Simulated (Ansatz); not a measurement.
## PbSe (Clausthalite): equation of state with BLYP+D4

The system is PbSe (Clausthalite).

```
Pb Se
1.0
     0.00000    3.06065    3.06065
     3.06065    0.00000    3.06065
     3.06065    3.06065    0.00000
Pb Se
1 1
Direct
  0.00000 0.00000 0.00000
  0.50000 0.50000 0.50000
```

```json
{"Program": "Ansatz 0.2.0", "Task": "equation of state", "Functional": "BLYP", "Dispersion": "D4", "Potentials or basis": "Ansatz PAW", "Cutoff": "420 eV", "Density cutoff": "1680 eV", "k mesh": "8 × 8 × 8", "Occupations": "fermi-dirac, width 0.05 eV", "Spin": "no spin polarisation"}
```

- Equilibrium volume: outside the volumes run

Energy against volume, from the lowest point:
```csv
volume (Å³/atom),energy (meV/atom)
26.951,47.89
27.524,30.00
28.097,17.11
28.671,8.68
29.244,4.16
29.818,2.44
30.391,0.00
```

All runs of the series together: 8 s on 2 threads of Arm Neoverse V1 (shared host).

Caveat: the potentials were made for another functional, which shifts forces and pressure. Spin-orbit coupling is left out, which matters for the levels of Pb.
